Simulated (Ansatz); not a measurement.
**Relaxing 1T-ZrS2 zigzag nanoribbon, bare edges, Se on S sites (60 atoms)**

Aim: bring 1T-ZrS2 zigzag nanoribbon, bare edges, Se on S sites (60 atoms) to a nearby minimum of the energy and see what moves.

Main program and level: Ansatz 0.2.0; Kohn-Sham DFT, PBE, PAW (set soft_2), plane waves.

### Step 1. The starting structure

The cell holds 60 atoms: 20 Zr, 35 S and 5 Se. Cell: a = 14.640 Å, b = 24.792 Å, c = 12.920 Å, α = 90.0°, β = 90.0°, γ = 90.0°. It derives from ZrS2 (1T-ZrS2) and ZrSe2. 1T-ZrS2 (a = 3.66 Å), rectangular cell with x along the zigzag direction; strip nominally 15 Å wide, 4 periods, 10 Å of vacuum, 5 of 40 S replaced by Se at random; not relaxed, displaced by a Gaussian of 0.02 Å. Vacuum lies along b and c. The structure repeats along a.

Limits known from the start: The main run has no spin polarisation, so any moments at edges, vacancies or dangling bonds can't form in it. The Brillouin zone is sampled at Γ only, in a cell whose periodic width is 15 Å.

### Step 2. Relaxation

The atoms are relaxed in the fixed cell, aiming at the force tolerance of the input.

input.yaml reads:

```yaml
crystal:
  lattice:
    - [14.64, 0.0, 0.0]
    - [0.0, 24.79171, 0.0]
    - [0.0, 0.0, 12.92]
  atoms:
    - { symbol: Zr, position: [0.99922, 0.20177, 0.50084] }
    - { symbol: S, position: [0.00184, 0.28568, 0.61144] }
    - { symbol: S, position: [0.1239, 0.24462, 0.38374] }
    - { symbol: Zr, position: [0.12535, 0.3303, 0.49847] }
    [... 50 atom lines left out ...]
    - { symbol: Zr, position: [0.87794, 0.58554, 0.5019] }
    - { symbol: S, position: [0.87413, 0.67017, 0.61176] }
    - { symbol: S, position: [0.75073, 0.62875, 0.38787] }
    - { symbol: Zr, position: [0.75281, 0.71277, 0.49896] }
    - { symbol: S, position: [0.74821, 0.79817, 0.61532] }
    - { symbol: S, position: [0.87407, 0.75608, 0.38619] }
kpoints:
  mp_grid: { grid: [1, 1, 1] }
hamiltonian:
  xc: pbe
scf:
  occupations: { method: gaussian, width: 0.025 }
output:
  forces: true
relax:
  f_tol: 0.05
  max_steps: 47
```

Launch:

```console
$ ansatz run input.yaml --threads 4 --pin off --max-ram 8192MiB --backend cpu --events-out ev --progress --plain --runs-dir out
```

Elapsed: 17 min, on 4 threads of Arm Neoverse V2, shared host; peak memory 4.6 GiB.

The steps of the relaxation (22 of 25):

```csv
step,energy less that of the first step (eV),largest force component (eV/Å)
1,0.0000,2.2579
2,-3.9503,1.0823
3,-4.8141,0.4814
4,-5.4732,0.8604
6,-7.6173,2.2041
7,-8.3997,1.2259
8,-9.1282,1.5646
9,-9.7707,1.1293
10,-10.1884,0.5359
11,-10.3906,0.3193
12,-10.4606,0.1851
14,-10.5007,0.1573
15,-10.5150,0.1839
16,-10.5424,0.2106
17,-10.5825,0.2974
18,-10.6212,0.3805
19,-10.7112,0.3837
20,-10.7783,0.2421
22,-10.7127,0.5193
23,-10.8365,0.2764
24,-10.8503,0.0654
25,-10.8528,0.0276
```

Relaxation step 22 was tried and not accepted.

The atoms that moved most (Å):

```csv
atom,dx,dy,dz,length
S59,-1.295,0.144,-1.256,1.809
S14,0.893,-0.010,-0.052,0.895
S60,-0.026,0.417,0.622,0.749
S29,-0.676,-0.025,-0.102,0.684
S44,0.653,0.110,-0.010,0.663
S48,-0.210,-0.617,0.017,0.652
S3,0.168,-0.608,0.017,0.631
Zr16,0.421,0.300,-0.220,0.562
```

The relaxation changed the energy by -181 meV/atom, and atoms moved by 0.39 Å r.m.s., 1.8 Å at most.

### Step 3. Local order after relaxation

Normalised to the volume that the atoms fill. Pair distribution functions g(r), in bins of 0.2 Å:

```csv
r (Å),total,S-S,S-Zr,S-Se,Zr-Zr,Zr-Se,Se-Se
2.00,0.14,0.41,0.00,0.00,0.00,0.00,0.00
2.20,0.06,0.00,0.00,0.58,0.00,0.00,0.00
2.40,1.49,0.00,3.83,0.00,0.00,0.00,0.00
2.60,2.42,0.00,5.55,0.00,0.00,4.63,0.00
2.80,0.82,0.00,1.32,0.00,0.00,5.41,0.00
3.00,0.07,0.00,0.17,0.00,0.00,0.00,0.00
3.20,0.11,0.09,0.07,0.00,0.51,0.00,0.00
3.40,0.25,0.30,0.00,0.53,0.91,0.00,0.00
3.60,2.44,4.05,0.06,4.16,5.70,0.00,0.00
3.80,1.51,2.21,0.06,4.30,2.85,0.00,0.00
4.00,0.20,0.33,0.14,0.00,0.17,0.00,2.77
4.20,0.24,0.25,0.31,0.00,0.31,0.00,0.00
4.40,0.56,0.04,1.25,0.00,0.00,1.13,0.00
4.60,0.52,0.00,1.12,0.00,0.00,1.53,0.00
4.80,0.15,0.07,0.26,0.00,0.00,0.48,0.00
5.00,0.06,0.07,0.09,0.00,0.00,0.00,0.00
5.20,0.48,1.01,0.11,0.99,0.00,0.00,0.00
5.40,0.20,0.21,0.18,0.54,0.00,0.18,0.00
5.60,0.34,0.03,0.73,0.00,0.00,0.84,0.00
5.80,0.83,0.03,1.74,0.00,0.16,2.35,0.00
6.00,0.41,0.19,0.72,0.00,0.14,0.75,0.00
6.20,0.45,0.71,0.08,0.55,1.10,0.00,0.00
6.40,0.82,1.25,0.07,2.15,1.30,0.00,2.06
6.60,0.17,0.32,0.00,0.29,0.31,0.00,0.00
6.80,0.08,0.17,0.03,0.13,0.00,0.00,0.00
7.00,0.12,0.14,0.05,0.43,0.11,0.00,0.00
7.20,0.24,0.30,0.04,0.17,0.87,0.00,1.62
7.40,0.38,0.46,0.14,0.33,0.97,0.20,2.35
```

Bonds by pair of elements; cutoffs follow the first minimum of g(r), held within bounds set by covalent radii, and pairs that aren't listed don't count as bonded (cutoffs were set anew for this text, so counts can differ from the run's own analysis):

```csv
pair A-B,cutoff (Å),bonds,mean length (Å),spread (Å),shortest (Å),B about A,A about B
S-S,2.37,2,2.06,0.015,2.04,0.114,0.114
S-Zr,3.28,95,2.58,0.139,2.36,2.71,4.75
S-Se,2.54,1,2.26,0,2.26,0.029,0.2
Zr-Se,3.23,14,2.73,0.1,2.58,0.7,2.8
```

How many atoms have how many bonded neighbours:

```csv
element,mean,2,3,4,6,7
S,2.86,6,28,1,0,0
Se,3,0,5,0,0,0
Zr,5.45,0,4,0,15,1
```

Bond angles (no mean is given where the spread exceeds 20°):

```csv
angle,count,mean (°),spread (°)
S-Zr-S,189,-,-
Zr-S-Zr,88,89.9,5.6
S-Zr-Se,67,-,-
Zr-Se-Zr,13,85.6,2.9
S-S-Zr,5,-,-
```

Bond length by coordination (bonds to H left out):

```csv
element,coordination,atoms,mean bond length (Å)
S,2,6,2.37
S,3,28,2.58
S,4,1,2.57
Zr,3,4,2.43
Zr,6,15,2.61
Zr,7,1,2.71
```

First main peaks of g(r), for some of the pairs, lie near 3.67 Å (S-S), 2.53 Å (S-Zr), 3.70 Å (S-Se), 3.66 Å (Zr-Zr) and 2.75 Å (Zr-Se). With the cutoffs above, 80 % of S atoms have 3, all Se atoms have 3 and 75 % of Zr atoms have 6 bonded neighbours.

### Step 4. Single point at the relaxed geometry

The electronic structure is read at the final geometry, in a run of its own.

input.yaml reads:

```yaml
crystal:
  lattice:
    - [14.64, 0.0, 0.0]
    - [0.0, 24.79171, 0.0]
    - [0.0, 0.0, 12.92]
  atoms:
    - { symbol: Zr, position: [6.0e-05, 0.20789, 0.48565] }
    - { symbol: S, position: [0.00131, 0.27702, 0.61201] }
    - { symbol: S, position: [0.13539, 0.22009, 0.38502] }
    - { symbol: Zr, position: [0.13122, 0.3257, 0.49361] }
    [... 50 atom lines left out ...]
    - { symbol: Zr, position: [0.88171, 0.5878, 0.51084] }
    - { symbol: S, position: [0.87951, 0.67006, 0.61924] }
    - { symbol: S, position: [0.75136, 0.6272, 0.39627] }
    - { symbol: Zr, position: [0.759, 0.71145, 0.50442] }
    - { symbol: S, position: [0.65978, 0.80399, 0.51814] }
    - { symbol: S, position: [0.8723, 0.77291, 0.43432] }
kpoints:
  mp_grid: { grid: [1, 1, 1] }
hamiltonian:
  xc: pbe
scf:
  occupations: { method: gaussian, width: 0.025 }
output:
  forces: true
  populations: intrinsic
  dos:
    method: { smearing: { sigma: 0.15 } }
    de: 0.1
    projected: { site_lists: { S: [S], Se: [Se], Zr: [Zr] } }
  eigenvalues: true
  write_density: true
  write_potential: true
  volumetric_format: npy
```

It took 76 s on 4 threads; peak memory 4.7 GiB.

The program notes that the exchange-correlation potential is rough where the density is thin.

Numbers from this run:

```
free energy                             : -142667.6015 eV
free energy per atom                    : -2377.7934 eV/atom
SCF cycles                              : 19
r.m.s. force component                  : 0.00786 eV/Å
longest force                           : 0.03074 eV/Å
Fermi energy                            : -1.024 eV
levels partly filled by over 2 per cent : 2
```

Intrinsic-atomic-orbital charges by element and coordination:

```csv
element,coordination,atoms,mean charge (e),spread,least,most
S,all,35,-0.354,0.102,-0.436,0.128
S,2,6,-0.295,0.0964,-0.418,-0.163
S,3,28,-0.384,0.0308,-0.436,-0.300
S,4,1,0.128,0,0.128,0.128
Se,all,5,-0.304,0.0745,-0.344,-0.155
Zr,all,20,0.695,0.108,0.368,0.794
Zr,3,4,0.498,0.0813,0.368,0.592
Zr,6,15,0.743,0.0276,0.685,0.794
Zr,7,1,0.774,0,0.774,0.774
```

Density of states as counts of states in windows of 0.5 eV (from the Fermi level), total and the larger projections:

```csv
from (eV),to (eV),total,S p,Zr d,Se p
-10,-9.5,1.8,0.2,0.1,0.0
-9.5,-6,0.0,0.0,0.0,0.0
-6,-5.5,0.9,0.6,0.1,0.2
-5.5,-5,6.5,3.9,1.2,0.5
-5,-4.5,15.4,9.7,3.0,0.8
-4.5,-4,30.0,19.5,6.8,1.2
-4,-3.5,36.9,24.4,8.4,1.9
-3.5,-3,39.7,25.9,9.7,2.2
-3,-2.5,32.6,21.5,6.8,2.8
-2.5,-2,24.6,16.7,3.6,3.3
-2,-1.5,21.6,14.8,2.1,3.9
-1.5,-1,16.7,10.5,1.6,4.1
-1,-0.5,7.3,5.2,1.2,0.7
-0.5,0,6.0,1.6,3.5,0.1
0,0.5,13.0,2.6,8.6,0.3
0.5,1,18.8,2.7,14.0,0.3
1,1.5,18.9,3.2,13.8,0.5
1.5,2,25.8,5.3,17.2,1.3
```

Between -26 and -10 eV lie 78 more states.

The stored curve holds about 318 of the 530 electrons; the rest, give or take the few that broadening carries across the Fermi level, lie in deeper levels below its range.

The levels nearest the highest filled one (over half full), pooled over k-points and spins:

```csv
level less the highest filled one (eV),occupation
-0.721,2
-0.675,2
-0.395,2
-0.0564,2
-0.0357,2.00
0,1.77
0.0423,0.232
0.196,0
0.276,0
0.298,0
0.426,0
0.523,0
```

Mean intrinsic-atomic-orbital charges: S -0.35, Se -0.30, Zr +0.70 e. Within 0.4 eV of the Fermi level the largest share is Zr d (65 % of the projected weight).

### Step 5. Summary of results

```yaml
energy_change_in_the_relaxation: -180.9 meV/atom
r_m_s_displacement: 0.386 Å
largest_displacement: 1.809 Å
free_energy_per_atom: -2377.7934 eV/atom
r_m_s_force_component: 0.00786 eV/Å
wall_time_of_the_2_dft_runs: 18 min
```

**Reading.** Relaxation lowers the energy by 181 meV/atom and moves atoms by 0.39 Å r.m.s. By the final cutoffs 0 of 108 bonded pairs parted and 4 joined. First to last step the energy falls by 10.853 eV; the largest move, 1.81 Å, is that of S59. With the cutoffs above, 80 % of S atoms have 3, all Se atoms have 3 and 75 % of Zr atoms have 6 bonded neighbours. Counting bands leaves a spacing of only 0.042 eV (at Γ alone), which the smearing bridges: 2 levels are partly filled by over 2 %, so a gap, if any, is small at this level.

[Logs are printed without paths, hosts, clocks, repeated set-up lines and the standing remarks that a program may print on its own settings, such as how far it seeks lower states.]

[Hosts, paths, dates, database ids (printed as entryN), source tags and the programs' standing remarks are cut or masked in the printed files.]
